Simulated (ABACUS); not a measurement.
MnO:

```xyz
2
Lattice="0.0000 2.2239 2.2239 2.2239 0.0000 2.2239 2.2239 2.2239 0.0000" Properties=species:S:1:pos:R:3 pbc="T T T"
Mn    0.0000    0.0000    0.0000
O     2.2239    2.2239    2.2239
```

The cell is a database's computed one.

Base run:

```yaml
Program: ABACUS 3.10.1
Functional: PW91
Potentials_or_basis: SG15 ONCV 1.2 PBE
Cutoff: 1361 eV
Density_cutoff: 5442 eV
Basis: DZP LCAO (the cutoffs set its grid)
k_mesh: 7 × 7 × 7
Occupations: fermi-dirac, width 0.05 eV
Spin: collinear spin, ferromagnetic start
Starting_moments: "[4.0, 0.0] μB"
```

Its results: band gap on the k mesh none (metal or under the smearing width); pressure 3.3 GPa; net moment 4.86 μB per cell; site moments Mn +4.74; O +0.12 μB.

Question: The run is repeated on the same cell with these changes: functional from PW91 to SCAN. What comes out?

Answer: Band gap on the k mesh 0.36 eV, indirect (least direct gap 2.96 eV); pressure 1.9 GPa; net moment 5.00 μB per cell; site moments Mn +4.90; O +0.10 μB.

SCAN gives the wider gap, since meta-GGAs in the generalised Kohn-Sham scheme recover part of the derivative discontinuity.

Caveats: the atomic orbitals were generated for these runs and aren't a published set; the potentials were made for another functional, which shifts forces and pressure; the basis of atomic orbitals isn't converged, which shifts pressures, moduli and gaps; a cell with one magnetic atom can't hold antiferromagnetic order, which such compounds often take; semilocal functionals often make such compounds metallic where correlation or magnetic order opens a gap, which also shifts bond lengths (some runs); an odd mesh through Γ misses points on the zone boundary, where band edges often lie (some runs).

Not every run made on this cell is shown here.
